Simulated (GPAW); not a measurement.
Write an ASE script for GPAW 26.7.0 that does the following.

| Property | Result |
| --- | --- |
| Task | relaxation of cell and atoms |
| Functional | PBEsol |
| Potentials or basis | PAW data sets generated in the run's folder for this functional |
| Cutoff | 600 eV |
| Basis | pw |
| k mesh | 5 × 5 × 5 |
| Occupations | fermi-dirac, width 0.05 eV |
| Spin | no spin polarisation |
| Target pressure | 20 GPa |
| Maxiter | 150 |
| Optimizer | BFGS |
| Fmax | 0.02 eV/Å |
| Max steps | 60 |
| Target pressure | 20 GPa |
| Convergence | density=1e-05 forces=0.0001 |

The system is CuCl2.

```xyz
3
Lattice="4.5206 0.0000 0.0000 0.0000 4.5206 0.0000 0.0000 0.0000 4.3177" Properties=species:S:1:pos:R:3 pbc="T T T"
Cu    0.0000    0.0000    0.0000
Cl    0.0000    2.2603    0.0000
Cl    2.2603    0.0000    0.0000
```

Measurements of this composition are mostly on another form, of space group No. 12.

The input as run:

run.py

```python
from ase import Atoms
from ase.filters import FrechetCellFilter
from ase.io import write
from ase.optimize import BFGS
from ase.units import GPa
from gpaw import GPAW, PW, setup_paths

setup_paths.insert(0, '.')

atoms = Atoms(['Cu', 'Cl', 'Cl'],
              cell=[[4.520648, 0.0, 0.0],
                    [0.0, 4.520648, 0.0],
                    [0.0, 0.0, 4.317712]],
              scaled_positions=[[0.0, 0.0, 0.0],
                                [0.0, 0.5, 0.0],
                                [0.5, 0.0, 0.0]],
              pbc=True)

calc = GPAW(mode=PW(600),
            xc='PBEsol',
            kpts={'size': (5, 5, 5), 'gamma': True},
            occupations={'name': 'fermi-dirac', 'width': 0.05},
            nbands=25,
            convergence={'density': 1e-05, 'forces': 0.0001},
            maxiter=150,
            txt='gpaw.txt')
atoms.calc = calc
opt = BFGS(FrechetCellFilter(atoms, scalar_pressure=20 * GPa), trajectory='relax.traj', logfile='-')
done = opt.run(fmax=0.02, steps=60)
calc.write('gs.gpw')
write('result.traj', atoms)
print('Converged:', done)
print('Cell:', atoms.cell.cellpar().round(4))
print('Volume:', round(atoms.get_volume(), 4))
print(atoms.get_scaled_positions().round(5))
```

Potentials or basis: PAW data sets generated in the run's folder for this functional, pw.

Command:

```console
$ gpaw-setup -f PBEsol Cl Cu
$ OMP_NUM_THREADS=1 python run.py
```

Results of the run:

The relaxed volume is 16.12 Å³/atom, the relaxed cell is a = 4.404 Å, b = 4.404 Å, c = 2.493 Å, α = 90.00°, β = 90.00°, γ = 90.00° and the space group after relaxing (to 0.05 Å) is P4/mmm (No. 123). The energy change on relaxing (the enthalpy is what falls) is +281.2 meV/atom. The ionic steps are 15 and the pressure after relaxing is 20.0 GPa. The band gap on the k mesh is none (metal or under the smearing width).

Caveat: with this Cu data set, volumes or pressures lay over 1.5 % or 2 GPa off other programs in two to four cells of ten; later steps reuse the first step's grids; the volume moved by over 15 % at a fixed basis, so the end points are rough; this functional lacks dispersion, which binds the layers, so the pressure and a relaxed spacing across them are unreliable; an odd number of electrons without spin polarisation forces a metal; a magnetic or distorted state may lie lower; the run has no spin polarisation, though such a crystal can be magnetic; semilocal functionals often make such compounds metallic where correlation or magnetic order opens a gap, which also shifts bond lengths.

Wall time 3.2 min on 1 thread of Arm Neoverse V2, with other jobs on the host, peak memory 0.28 GiB.
